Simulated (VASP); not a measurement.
# Te2H (P-3m1) in VASP: single point with PBE

Aim: the single point of Te2H with PBE.

Program: VASP 6.6.1. These are calculated values, not measurements. Logs are shortened: lines on timing, memory, paths and dates and some standing lists are left out, and cuts for length are marked.

## 1. Starting point

Symmetry: P-3m1, No. 164, trigonal system. The conventional cell has a = 3.642 Å, b = 3.642 Å, c = 6.265 Å, α = 90.00°, β = 90.00°, γ = 120.00°. H (site symmetry -3m) is surrounded by 6 Te at 2.67 Å. Te (site symmetry 3m) is surrounded by 3 H at 2.67 Å.

The cell was built by a generator and needn't be a form met in nature.

## 2. Single point, PBE

The input, INCAR:

```
ALGO     = Fast           # electronic algorithm
EDIFF    = 1E-7           # SCF threshold, eV
ENCUT    = 520            # plane-wave cutoff, eV
GGA      = PE             # functional
ISIF     = 2              # what is computed and relaxed
ISMEAR   = -1             # smearing method
LASPH    = True           # aspherical terms in the spheres
LCHARG   = True           # write CHGCAR
LELF     = True           # ELF
LREAL    = False          # projectors in reciprocal space
LVHAR    = True         
LWAVE    = False          # write WAVECAR
NBANDS   = 14             # bands
NELM     = 80             # most SCF steps
PREC     = Accurate       # precision mode
SIGMA    = 0.0145         # smearing width, eV
```

The input, KPOINTS:

```
k-points
0
Gamma
  11 11 6
```

The input, POSCAR:

```
Te2H
1.0
    3.6417260000      0.0000000000      0.0000000000
   -1.8208630000      3.1538290000      0.0000000000
    0.0000000000      0.0000000000      6.2652720000
H Te
1 2
Direct
    0.0000000000      0.0000000000      0.0000000000
    0.6667000000      0.3333000000      0.2628000000
    0.3333000000      0.6667000000      0.7372000000
```

Potentials or basis: VASP PAW PBE potentials, release 64 (H, Te).

Launch:

```sh
$ cat potpaw_PBE.64/H/POTCAR potpaw_PBE.64/Te/POTCAR > POTCAR
$ mpirun -np 1 vasp_std > vasp.out
```

OUTCAR:

```text
EDIFF = 1E-7
   ENCUT = 520
   GGA = PE
   ISIF = 2
   ISMEAR = -1
   LASPH = True
   LREAL = False
   NELM = 80
   PREC = Accurate

 ion  position               nearest neighbor table
   1  0.000  0.000  0.000-
   2  0.667  0.333  0.263-   3 3.64   3 3.64   3 3.64
   3  0.333  0.667  0.737-   2 3.64   2 3.64   2 3.64

  LATTYP: Found a hexagonal cell.
 ALAT       =     3.6417260000
 C/A-ratio  =     1.7204127933

  Lattice vectors:

 A1 = (   3.6417260000,   0.0000000000,   0.0000000000)
 A2 = (  -1.8208630000,   3.1538290000,   0.0000000000)
 A3 = (   0.0000000000,   0.0000000000,   6.2652720000)

Analysis of symmetry for initial positions (statically):
=====================================================================
 Subroutine PRICEL returns:
 Original cell was already a primitive cell.

 Routine SETGRP: Setting up the symmetry group for a
 hexagonal supercell.

 Subroutine GETGRP returns: Found  4 space group operations
 (whereof  4 operations were pure point group operations)
 out of a pool of 24 trial point group operations.

The static configuration has the point symmetry C_2h.

Analysis of symmetry for dynamics (positions and initial velocities):
=====================================================================
 Subroutine PRICEL returns:
 Original cell was already a primitive cell.

 Routine SETGRP: Setting up the symmetry group for a
 hexagonal supercell.

 Subroutine GETGRP returns: Found  4 space group operations
 (whereof  4 operations were pure point group operations)
 out of a pool of 24 trial point group operations.

The dynamic configuration has the point symmetry C_2h.

 Subroutine INISYM returns: Found  4 space group operations
 (whereof  4 operations are pure point group operations),
 and found     1 'primitive' translations

----------------------------------------------------------------------------------------

                                     Primitive cell

  volume of cell :      71.9590

  direct lattice vectors                    reciprocal lattice vectors
     3.641726000  0.000000000  0.000000000     0.274595068  0.158537448  0.000000000
    -1.820863000  3.153829000  0.000000000     0.000000000  0.317074895  0.000000000
     0.000000000  0.000000000  6.265272000     0.000000000  0.000000000  0.159609990

  length of vectors
     3.641726000  3.641727533  6.265272000     0.317075029  0.317074895  0.159609990

  position of ions in fractional coordinates (direct lattice)
     0.000000000  0.000000000  0.000000000
     0.666700000  0.333300000  0.262800000
     0.333300000  0.666700000  0.737200000

  ion indices of the primitive-cell ions
   primitive index   ion index
                 1           1
                 2           2
                 3           3

----------------------------------------------------------------------------------------

 KPOINTS: k-points

Automatic generation of k-mesh.
 Grid dimensions read from file:
 generate k-points for:   11   11    6

 Generating k-lattice:

  Cartesian coordinates                     Fractional coordinates (reciprocal lattice)
     0.024963188  0.014412495  0.000000000     0.090909091  0.000000000  0.000000000
     0.000000000  0.028824990  0.000000000     0.000000000  0.090909091  0.000000000
     0.000000000  0.000000000  0.026601665     0.000000000  0.000000000  0.166666667

  Length of vectors
     0.028825003  0.028824990  0.026601665

  Shift w.r.t. Gamma in fractional coordinates (k-lattice)
     0.000000000  0.000000000  0.000000000

 Subroutine IBZKPT returns following result:
 ===========================================

 Found    204 irreducible k-points:

 Following reciprocal coordinates:
            Coordinates               Weight
  0.000000  0.000000  0.000000      1.000000
  0.090909  0.000000  0.000000      4.000000
 -0.090909  0.090909  0.000000      2.000000
  0.181818  0.000000  0.000000      4.000000
 -0.181818  0.181818  0.000000      2.000000
  0.272727  0.000000  0.000000      4.000000
[... 16 lines left out ...]
  0.454545  0.090909  0.000000      4.000000
  0.454545  0.454545  0.000000      2.000000
 [... further k-points ...]
   k-points           NKPTS =    204   k-points in BZ     NKDIM =    204   number of bands    NBANDS=     14
   number of dos      NEDOS =    301   number of ions     NIONS =      3
   total plane-waves  NPLWV =  37632
   dimension x,y,z NGX =    28 NGY =   28 NGZ =   48
   dimension x,y,z NGXF=    56 NGYF=   56 NGZF=   96
   ions per type =               1   2
   NGX,Y,Z   is equivalent  to a cutoff of  12.78, 12.78, 12.74 a.u.
   NGXF,Y,Z  is equivalent  to a cutoff of  25.56, 25.56, 25.47 a.u.
 SYSTEM =  unknown system
   PREC   = accura    normal or accurate (medium, high low for compatibility)
   ISTART =      0    job   : 0-new  1-cont  2-samecut
   ICHARG =      2    charge: 1-file 2-atom 10-const
   ISPIN  =      1    spin polarized calculation?
   LNONCOLLINEAR =      F non collinear calculations
   LSORBIT =      F    spin-orbit coupling
   LASPH  =      T    aspherical Exc in radial PAW
   ENCUT  =  520.0 eV  38.22 Ry    6.18 a.u.   6.77  6.77 11.65*2*pi/ulx,y,z
   NELM   =     80;   NELMIN=  2; NELMDL= -5     # of ELM steps
   EDIFF  = 0.1E-06   stopping-criterion for ELM
   LREAL  =      F    real-space projection
   EDIFFG = 0.1E-05   stopping-criterion for IOM
   NSW    =      0    number of steps for IOM
   IBRION =     -1    ionic relax: 0-MD 1-quasi-New 2-CG
   NFREE  =      0    steps in history (QN), initial steepest desc. (CG)
   ISIF   =      2    stress and relaxation
   ISYM   =      2    0-nonsym 1-usesym 2-fastsym
   POTIM  = 0.5000    time-step for ionic-motion
   TEBEG  =    0.0;   TEEND  =   0.0 temperature during run
   PSTRESS=    0.0 pullay stress
   NELECT =      13.0000    total number of electrons
   NUPDOWN=      -1.0000    fix difference up-down
   EMIN   =  10.00;   EMAX   =-10.00  energy-range for DOS
   EFERMI =   0.00;   METHOD = LEGACY
   ISMEAR =    -1;   SIGMA  =   0.01  broadening in eV -4-tet -1-fermi 0-gaus
   EFERMI_NEDOS =   21; number of points for ismear=-14 and -15
   IALGO  =     68    algorithm
   IMIX   =      4    mixing-type and parameters
     AMIX     =   0.40;   BMIX     =  1.00
     AMIX_MAG =   1.60;   BMIX_MAG =  1.00
  volume/ion in A,a.u.               =      23.99       161.87
  Fermi-wavevector in a.u.,A,eV,Ry     =   0.925467  1.748879 11.653237  0.856489
  Thomas-Fermi vector in A             =   2.051324
   LORBIT       =      0    0 simple, 1 ext, 2 COOP (PROOUT), +10 PAW based schemes
   GGA     = PE    functional components
   LHFCALC =     F    Hartree Fock is set to
   AEXX    =    0.0000 exact exchange contribution
   IVDW    =     0    specifies the selected vdW correction
   LEPSILON=     F    determine dielectric tensor
   LRPA    =     F    only Hartree local field effects (RPA)
 non-spin polarized calculation
 RMM-DIIS sequential band-by-band and
  energy-cutoff  :      520.00
  volume of cell :       71.96
 maximum number of plane-waves:      1967
   NGX = 13   NGY = 13   NGZ = 23

 number of electron      13.0000001 magnetization

 Free energy of the ion-electron system (eV)
  ---------------------------------------------------
  ext. energy  EPLUGINS =         0.00000000
  ---------------------------------------------------
  free energy    TOTEN  =        -7.03913052 eV

  energy without entropy =       -7.03653874  energy(sigma->0) =       -7.03783463

 E-fermi :   5.3168     XC(G=0):  -9.3729

 val. band max:        5.3159933671   @ k =   0.0909  -0.2727   0.1667
 cond. band min:       5.3172711012   @ k =   0.1818   0.0909   0.3333
 fundamental gap:      0.0012777342
 Fermi energy:         5.3168182775

 k-point     1 :       0.0000    0.0000    0.0000
  band No.  band energies     occupation
      1      -7.3398      2.00000
      2      -5.5947      2.00000
      3      -0.3530      2.00000
      4       6.5164      0.00000
      5       6.5169      0.00000
      6       6.6588      0.00000
      7       6.7407      0.00000
      8       7.2178      0.00000
      9       7.2185      0.00000
     10      11.6422      0.00000
     11      13.3226      0.00000
     12      13.9708      0.00000
     13      13.9716      0.00000
     14      14.7571      0.00000

 k-point     2 :       0.0909    0.0000    0.0000
  band No.  band energies     occupation
      1      -7.2394      2.00000
      2      -5.5193      2.00000
      3      -0.2426      2.00000
      4       5.5689      0.00000
      5       6.0554      0.00000
      6       6.2679      0.00000
      7       6.6614      0.00000
      8       7.1817      0.00000
      9       7.5580      0.00000
     10      12.1501      0.00000
     11      12.9462      0.00000
     12      14.2469      0.00000
     13      14.2804      0.00000
     14      14.3829      0.00000

 k-point     3 :      -0.0909    0.0909    0.0000
  band No.  band energies     occupation
      1      -7.2394      2.00000
      2      -5.5193      2.00000
      3      -0.2426      2.00000
      4       5.5689      0.00000
      5       6.0553      0.00000
      6       6.2676      0.00000
      7       6.6614      0.00000
      8       7.1820      0.00000
      9       7.5581      0.00000
     10      12.1497      0.00000
     11      12.9467      0.00000
     12      14.2463      0.00000
     13      14.2801      0.00000
     14      14.3803      0.00000
[... 324 lines left out ...]
 k-point    23 :       0.4545    0.0909    0.0000
  band No.  band energies     occupation
      1      -5.2486      2.00000
      2      -4.7263      2.00000
      3       0.2070      2.00000
      4       1.8813      2.00000
      5       3.0761      2.00000
      6       3.2755      2.00000
      7       4.3193      2.00000
      8       5.6889      0.00000
      9       6.7336      0.00000
     10      10.5854      0.00000
     11      12.4688      0.00000
     12      13.4961      0.00000
     13      14.3598      0.00000
     14      14.9601      0.00000

 k-point    24 :       0.4545    0.4545    0.0000
  band No.  band energies     occupation
      1      -5.2490      2.00000
      2      -4.7257      2.00000
      3       0.2063      2.00000
      4       1.8817      2.00000
      5       3.0751      2.00000
      6       3.2765      2.00000
      7       4.3196      2.00000
      8       5.6889      0.00000
      9       6.7334      0.00000
     10      10.5851      0.00000
     11      12.4687      0.00000
     12      13.4958      0.00000
     13      14.3594      0.00000
     14      14.9615      0.00000

 [... further k-points ...]

------------------------ aborting loop because EDIFF is reached ----------------------------------------

  FORCE on cell =-STRESS in cart. coord.  units (eV):
  Direction    XX          YY          ZZ          XY          YZ          ZX
  --------------------------------------------------------------------------------------
  -------------------------------------------------------------------------------------
  Total       -3.2556416     -3.2546941     -3.0763677      0.0008237     -0.0008669      0.0015016
  in kB      -72.4872848    -72.4661880    -68.4957287      0.0183408     -0.0193025      0.0334334
  external PRESSURE =     -71.1497338 kB  Pullay stress =       0.0000000 kB

 VOLUME and BASIS-vectors are now :
 -----------------------------------------------------------------------------
  energy-cutoff  :      520.00
  volume of cell :       71.96
      direct lattice vectors                 reciprocal lattice vectors
     3.641726000  0.000000000  0.000000000     0.274595068  0.158537448  0.000000000
    -1.820863000  3.153829000  0.000000000     0.000000000  0.317074895  0.000000000
     0.000000000  0.000000000  6.265272000     0.000000000  0.000000000  0.159609990

 POSITION                                       TOTAL-FORCE (eV/Angst)
 -----------------------------------------------------------------------------------
      0.00000      0.00000      0.00000         0.000000      0.000000      0.000000
      1.82105      1.05117      1.64651         0.000390     -0.000225      0.022614
     -0.00018      2.10266      4.61876        -0.000390      0.000225     -0.022614
 -----------------------------------------------------------------------------------
    total drift:                               -0.000000     -0.000000      0.000000

  FREE ENERGIE OF THE ION-ELECTRON SYSTEM (eV)
  ---------------------------------------------------
  free  energy   TOTEN  =        -7.0391305234 eV

  energy  without entropy=       -7.0365387388  energy(sigma->0) =       -7.03783463
```

Wall time 74 s (1 thread of Intel Xeon 6975P-C (Granite Rapids), shared host); peak memory 0.33 GiB.

What came out:

```
Free energy            : -7.0391 eV
Pressure               : -7.1 GPa
Largest force          : 0.023 eV/Å
Band gap on the k mesh : none (metal or under the smearing width)
```

Forces in eV/Å, atoms in the order of the input:
```
H    0.000  0.000  0.000
Te   0.000  0.000  0.023
Te   0.000  0.000 -0.023
```

Stress tensor (GPa, compression positive):
```
-7.25  0.00  0.00
 0.00 -7.25  0.00
 0.00  0.00 -6.85
```

Caveat: this functional lacks dispersion, which binds the layers, so the pressure and a relaxed spacing across them are unreliable. Spin-orbit coupling is left out, which matters for the levels of Te.
